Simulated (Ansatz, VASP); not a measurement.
**LiCl: VASP beside Ansatz**

INCAR

```
SYSTEM = LiCl
PREC = Accurate
ENCUT = 520
EDIFF = 1E-6
ISMEAR = 0
SIGMA = 0.05
LREAL = .False.
LASPH = .True.
NELM = 100
ALGO = Normal
ISIF = 2
LWAVE = .False.
LCHARG = .True.
GGA = PE
LELF = .True.
LVHAR = .True.
NBANDS = 12
```

File KPOINTS:

```
regular mesh
0
Gamma
  8 8 8
  0 0 0
```

The input POSCAR:

```
LiCl
1.0
    0.0000000000      2.6032314000      2.4878172000
    2.6032314000      0.0000000000      2.4878172000
    2.6032314000      2.6032314000      0.0000000000
Li Cl
1 1
Direct
    0.0000000000      0.0000000000      0.0000000000
    0.5000000000      0.5000000000      0.5000000000
```

Input for Ansatz:

```yaml
crystal:
  lattice:
    - [0.0, 2.6032314, 2.4878172]
    - [2.6032314, 0.0, 2.4878172]
    - [2.6032314, 2.6032314, 0.0]
  atoms:
    - { symbol: Li, position: [0.0, 0.0, 0.0] }
    - { symbol: Cl, position: [0.5, 0.5, 0.5] }
basis:
  ecutwfc: 420
kpoints:
  mp_grid: { grid: [8, 8, 8] }
hamiltonian:
  xc: pbe
scf:
  occupations: { method: gaussian, width: 0.05 }
output:
  forces: true
  stress: true
  eigenvalues: true
```

Change from the starting cell: strain +0.015 along x and y, -0.030 along z, atoms carried along.

Alike in both runs: task single point; functional PBE; k mesh 8 × 8 × 8; occupations gaussian, width 0.05 eV; no spin polarisation.

```csv
,VASP,Ansatz
version,VASP 6.6.1,Ansatz 0.2.0
potentials or method,"VASP PAW PBE potentials, release 64 (Li_sv, Cl)","scalar-relativistic, plane waves, PAW"
plane-wave cutoff (eV),520,420
valence electrons in the cell,10,10
```

```tsv
	VASP	Ansatz	Ansatz less VASP
gap on the k mesh at the Fermi level (eV)	6.30	6.29	-0.012
least direct gap on the mesh (eV)	6.30	6.29	-0.012
```

 A k mesh can miss the band edges.
